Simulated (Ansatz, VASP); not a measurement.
## One calculation of Cu, two programs

```
Cu
1.0
     4.52747    0.00000    0.00000
     0.00000    4.52747    0.00000
     0.00000    0.00000    4.52747
Cu
8
Direct
  0.50000 0.50000 0.50000
  0.00000 0.00000 0.00000
  0.25000 0.00000 0.50000
  0.50000 0.25000 0.00000
  0.50000 0.75000 0.00000
  0.75000 0.00000 0.50000
  0.00000 0.50000 0.75000
  0.00000 0.50000 0.25000
```

Alike in both runs: task single point; functional PBEsol; k mesh 4 × 4 × 4; occupations gaussian, width 0.1 eV; no spin polarisation.

|  | VASP | Ansatz |
| --- | --- | --- |
| version | VASP 6.6.1 | Ansatz 0.2.0 |
| potentials or method | VASP PAW PBE potentials, release 64 (Cu) | scalar-relativistic, plane waves, PAW |
| plane-wave cutoff (eV) | 520 | 420 |
| valence electrons in the cell | 88 | 152 |

Ansatz gave:

- gap on the k mesh at the Fermi level (eV): none
- pressure (GPa): 0.1

Estimate VASP's values.

gap on the k mesh at the Fermi level (eV): none; pressure (GPa): 0.7.

A gap of «none» marks a metal or a gap that the smearing closes. The two sets of potentials don't hold the same shells in valence.

Caveats: the PAW data sets were made with another functional, which shifts forces and pressure a little (VASP).
